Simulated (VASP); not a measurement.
# CdS (Hawleyite) (F-43m) in VASP: a series of runs

Runs on CdS (Hawleyite). Level: LDA. Tasks: dielectric tensor.

All numbers are computed with VASP 6.6.1; they aren't measurements. Logs are shortened: lines on timing, memory, paths and dates and some standing lists are left out, and cuts for length are marked.

### 1 The crystal as given

The structure is cubic, space group F-43m (No. 216). Conventional cell: a = 5.833 Å, b = 5.833 Å, c = 5.833 Å, α = 90.00°, β = 90.00°, γ = 90.00°. Around Cd (site symmetry -43m) lie 4 S at 2.53 Å. Around S (site symmetry -43m) lie 4 Cd at 2.53 Å.

### 2 Dielectric tensor, LDA

INCAR

```
ALGO = Normal ; EDIFF = 1E-8
ENCUT = 280 ; GGA = CA
ISIF = 2 ; ISMEAR = 0
LASPH = True ; LCHARG = False
LEPSILON = True ; LREAL = False
LWAVE = False ; NELM = 100
PREC = Accurate ; SIGMA = 0.01
```

KPOINTS

```
k-points
0
Gamma
  8 8 8
```

POSCAR

```
CdS
1.0
    0.0000000000      2.9165000000      2.9165000000
    2.9165000000      0.0000000000      2.9165000000
    2.9165000000      2.9165000000      0.0000000000
Cd S
1 1
Direct
    0.0000000000      0.0000000000      0.0000000000
    0.7500000000      0.7500000000      0.7500000000
```

Potentials or basis: VASP PAW LDA potentials, release 64 (Cd, S).

Command:

```bash
cat potpaw_LDA.64/Cd/POTCAR potpaw_LDA.64/S/POTCAR > POTCAR
mpirun -np 1 vasp_std > vasp.out
```

OUTCAR:

```text
EDIFF = 1E-8
   ENCUT = 280
   GGA = CA
   ISIF = 2
   ISMEAR = 0
   LASPH = True
   LEPSILON = True
   LREAL = False
   NELM = 100
   PREC = Accurate

 Found     29 irreducible k-points:

 Following reciprocal coordinates:
            Coordinates               Weight
  0.000000  0.000000  0.000000      1.000000
  0.125000  0.000000  0.000000      8.000000
  0.250000  0.000000  0.000000      8.000000
  0.375000  0.000000  0.000000      8.000000
  0.500000  0.000000  0.000000      4.000000
  0.125000  0.125000  0.000000      6.000000
   k-points           NKPTS =     29   k-points in BZ     NKDIM =     29   number of bands    NBANDS=     13
   number of dos      NEDOS =    301   number of ions     NIONS =      2
   total plane-waves  NPLWV =  13824
   dimension x,y,z NGX =    24 NGY =   24 NGZ =   24
   dimension x,y,z NGXF=    48 NGYF=   48 NGZF=   48
   ions per type =               1   1
   NGX,Y,Z   is equivalent  to a cutoff of   9.67,  9.67,  9.67 a.u.
   NGXF,Y,Z  is equivalent  to a cutoff of  19.35, 19.35, 19.35 a.u.
 SYSTEM =  unknown system
   PREC   = accura    normal or accurate (medium, high low for compatibility)
   ISTART =      0    job   : 0-new  1-cont  2-samecut
   ICHARG =      2    charge: 1-file 2-atom 10-const
   ISPIN  =      1    spin polarized calculation?
   LNONCOLLINEAR =      F non collinear calculations
   LSORBIT =      F    spin-orbit coupling
   LASPH  =      T    aspherical Exc in radial PAW
   ENCUT  =  280.0 eV  20.58 Ry    4.54 a.u.   5.63  5.63  5.63*2*pi/ulx,y,z
   NELM   =    100;   NELMIN=  2; NELMDL= -5     # of ELM steps
   EDIFF  = 0.1E-07   stopping-criterion for ELM
   LREAL  =      F    real-space projection
   EDIFFG = 0.1E-06   stopping-criterion for IOM
   NSW    =      0    number of steps for IOM
   IBRION =     -1    ionic relax: 0-MD 1-quasi-New 2-CG
[... 8 lines left out ...]
   EMIN   =  10.00;   EMAX   =-10.00  energy-range for DOS
   EFERMI =   0.00;   METHOD = LEGACY
   ISMEAR =     0;   SIGMA  =   0.01  broadening in eV -4-tet -1-fermi 0-gaus
   EFERMI_NEDOS =   21; number of points for ismear=-14 and -15
   IALGO  =     38    algorithm
   IMIX   =      4    mixing-type and parameters
     AMIX     =   0.40;   BMIX     =  1.00
     AMIX_MAG =   1.60;   BMIX_MAG =  1.00
  volume/ion in A,a.u.               =      24.81       167.41
  Fermi-wavevector in a.u.,A,eV,Ry     =   1.167599  2.206442 18.548649  1.363287
  Thomas-Fermi vector in A             =   2.304097
   LORBIT       =      0    0 simple, 1 ext, 2 COOP (PROOUT), +10 PAW based schemes
   GGA     = CA    functional components
   LHFCALC =     F    Hartree Fock is set to
   AEXX    =    0.0000 exact exchange contribution
   IVDW    =     0    specifies the selected vdW correction
   LEPSILON=     T    determine dielectric tensor
   LRPA    =     F    only Hartree local field effects (RPA)
 non-spin polarized calculation
 Gauss-broadening in eV      SIGMA  =   0.01
  energy-cutoff  :      280.00
  volume of cell :       49.62
 maximum number of plane-waves:       544
 NGX is ok and might be reduce to    24
   NGX = 11   NGY = 11   NGZ = 11

--------------------------------------- Ionic step        1  -------------------------------------------

 number of electron      18.0000024 magnetization

 E-fermi :   1.2415     XC(G=0):  -9.5870

 val. band max:        1.1314850334   @ k =   0.0000   0.0000   0.0000
 cond. band min:       2.0167304364   @ k =   0.0000   0.0000   0.0000
 fundamental gap:      0.8852454030
 Fermi energy:         1.2414759065

 k-point     1 :       0.0000    0.0000    0.0000
  band No.  band energies     occupation
      1     -11.2310      2.00000
      2      -6.6363      2.00000
      3      -6.6363      2.00000
      4      -6.6363      2.00000
      5      -6.1495      2.00000
      6      -6.1495      2.00000
      7       1.1315      2.00000
      8       1.1315      2.00000
      9       1.1315      2.00000
     10       2.0167      0.00000
     11       7.4965      0.00000
     12       7.4965      0.00000
     13       7.4965      0.00000

 k-point     2 :       0.1250    0.0000    0.0000
  band No.  band energies     occupation
      1     -11.1663      2.00000
      2      -6.6134      2.00000
      3      -6.6134      2.00000
      4      -6.5842      2.00000
      5      -6.1507      2.00000
      6      -6.1507      2.00000
      7       0.0396      2.00000
      8       1.0057      2.00000
      9       1.0057      2.00000
     10       2.9105      0.00000
     11       7.2215      0.00000
     12       7.6986      0.00000
     13       7.6986      0.00000

 k-point     3 :       0.2500    0.0000    0.0000
  band No.  band energies     occupation
      1     -11.0090      2.00000
      2      -6.5637      2.00000
      3      -6.5637      2.00000
      4      -6.3939      2.00000
      5      -6.1452      2.00000
      6      -6.1452      2.00000
      7      -1.4483      2.00000
      8       0.7241      2.00000
      9       0.7241      2.00000
     10       3.6933      0.00000
     11       7.2198      0.00000
     12       8.0107      0.00000
     13       8.0107      0.00000

 k-point     4 :       0.3750    0.0000    0.0000
  band No.  band energies     occupation
      1     -10.8517      2.00000
      2      -6.5258      2.00000
      3      -6.5258      2.00000
      4      -6.1248      2.00000
      5      -6.1248      2.00000
      6      -6.0336      2.00000
      7      -2.7689      2.00000
      8       0.4640      2.00000
      9       0.4640      2.00000
     10       3.9075      0.00000
     11       7.9107      0.00000
     12       8.0340      0.00000
     13       8.0340      0.00000

 k-point     5 :       0.5000    0.0000    0.0000
  band No.  band energies     occupation
      1     -10.7870      2.00000
      2      -6.5145      2.00000
      3      -6.5145      2.00000
      4      -6.1114      2.00000
      5      -6.1114      2.00000
      6      -5.7661      2.00000
      7      -3.3916      2.00000
      8       0.3606      2.00000
      9       0.3606      2.00000
     10       3.9122      0.00000
     11       7.9803      0.00000
     12       7.9803      0.00000
     13       8.3560      0.00000

 k-point     6 :       0.1250    0.1250    0.0000
  band No.  band energies     occupation
      1     -11.1449      2.00000
      2      -6.5953      2.00000
      3      -6.5915      2.00000
      4      -6.5915      2.00000
      5      -6.1660      2.00000
      6      -6.1365      2.00000
      7       0.0348      2.00000
      8       0.7949      2.00000
      9       0.7949      2.00000
     10       3.2235      0.00000
     11       6.7954      0.00000
     12       7.9551      0.00000
     13       7.9551      0.00000

 [... further k-points ...]

  FORCE on cell =-STRESS in cart. coord.  units (eV):
  Direction    XX          YY          ZZ          XY          YZ          ZX
  --------------------------------------------------------------------------------------
  -------------------------------------------------------------------------------------
  Total       -0.8899498     -0.8899498     -0.8899498      0.0000000      0.0000000     -0.0000000
  in kB      -28.7382405    -28.7382405    -28.7382405      0.0000000      0.0000000     -0.0000000
  external PRESSURE =     -28.7382405 kB  Pullay stress =       0.0000000 kB

 VOLUME and BASIS-vectors are now :
 -----------------------------------------------------------------------------
  energy-cutoff  :      280.00
  volume of cell :       49.62
      direct lattice vectors                 reciprocal lattice vectors
     0.000000000  2.916500000  2.916500000    -0.171438368  0.171438368  0.171438368
     2.916500000  0.000000000  2.916500000     0.171438368 -0.171438368  0.171438368
     2.916500000  2.916500000  0.000000000     0.171438368  0.171438368 -0.171438368

 POSITION                                       TOTAL-FORCE (eV/Angst)
 -----------------------------------------------------------------------------------
      0.00000      0.00000      0.00000         0.000000      0.000000      0.000000
      4.37475      4.37475      4.37475        -0.000000     -0.000000     -0.000000
 -----------------------------------------------------------------------------------
    total drift:                               -0.000001     -0.000001     -0.000001

  FREE ENERGIE OF THE ION-ELECTRON SYSTEM (eV)
  ---------------------------------------------------
  free  energy   TOTEN  =        -7.3851363555 eV

  energy  without entropy=       -7.3851363555  energy(sigma->0) =       -7.38513636

 HEAD OF MICROSCOPIC STATIC DIELECTRIC TENSOR (INDEPENDENT PARTICLE, excluding Hartree and local field effects)
 ------------------------------------------------------
           8.014997     0.000000     0.000000
           0.000000     8.014997    -0.000000
           0.000000     0.000000     8.014997
 ------------------------------------------------------

 Free energy of the ion-electron system (eV)
  ---------------------------------------------------
  ---------------------------------------------------
  free energy    TOTEN  =        -0.94254203 eV

  energy without entropy =       -0.94254203

------------------------ aborting loop because EDIFF is reached ----------------------------------------

--------------------------------------- Ionic step        2  -------------------------------------------

------------------------ aborting loop because EDIFF is reached ----------------------------------------

--------------------------------------- Ionic step        3  -------------------------------------------

 Free energy of the ion-electron system (eV)
  ---------------------------------------------------
  ---------------------------------------------------
  free energy    TOTEN  =        -0.94254175 eV

  energy without entropy =       -0.94254175

------------------------ aborting loop because EDIFF is reached ----------------------------------------

 PIEZOELECTRIC TENSOR FIELD DIRECTION 3  (e Angst)
 -----------------------------------------------------------------------------
    -0.00130  2.02584  0.00000           ( -0.00000 -0.03085  0.00000)
     2.02584 -0.00130  0.00000           ( -0.03085 -0.00000  0.00000)
     0.00000  0.00000  0.00056           (  0.00000  0.00000 -0.00000)

 PIEZOELECTRIC TENSOR FIELD DIRECTION 3  (C/m^2)
 -----------------------------------------------------------------------------
    -0.00042  0.65418  0.00000
     0.65418 -0.00042  0.00000
     0.00000  0.00000  0.00018

 MACROSCOPIC STATIC DIELECTRIC TENSOR (including local field effects in DFT)
 ------------------------------------------------------
           7.579817    -0.000000    -0.000000
          -0.000000     7.579817     0.000000
          -0.000000     0.000000     7.579817
 ------------------------------------------------------

 PIEZOELECTRIC TENSOR (including local field effects)  for field in x, y, z        (e  Angst)
          XX          YY          ZZ          XY          YZ          ZX
  --------------------------------------------------------------------------------
  x    -0.00000    -0.00000     0.00000     0.00000     2.04080     0.00000
  y     0.00000     0.00000    -0.00000     0.00000    -0.00000     2.04080
  z    -0.00000     0.00000     0.00000     2.04080     0.00000     0.00000

 PIEZOELECTRIC TENSOR (including local field effects)  for field in x, y, z        (C/m^2)
          XX          YY          ZZ          XY          YZ          ZX
  --------------------------------------------------------------------------------
  x    -0.00000    -0.00000     0.00000     0.00000     0.65901     0.00000
  y     0.00000     0.00000    -0.00000     0.00000    -0.00000     0.65901
  z    -0.00000     0.00000     0.00000     0.65901     0.00000     0.00000

 BORN EFFECTIVE CHARGES (including local field effects) (in |e|, cummulative output)
 ---------------------------------------------------------------------------------
 ion    1
    1     2.22226     0.00000    -0.00000
    2    -0.00000     2.22226     0.00000
    3    -0.00000     0.00000     2.22226
 ion    2
    1    -2.22226    -0.00000     0.00000
    2     0.00000    -2.22226    -0.00000
    3     0.00000     0.00000    -2.22226
```

Wall time 41 s (1 thread of Intel Xeon 6975P-C (Granite Rapids), shared host); peak memory 0.18 GiB.

These settings aren't checked as converged: the numbers below hold their error.

What came out:

| Quantity | Value |
| --- | --- |
| Band gap on the k mesh | 0.89 eV, direct |
| Electronic dielectric tensor (diagonal) | 7.58 |
| Born charges (mean of the diagonal) | Cd +2.22; S -2.22 e |

Caveat: the cutoff is under 1.25 times the usual one of these potentials, so pressure, stress and relaxed cells hold a basis-set (Pulay) error.

[end of part 1 of 3]
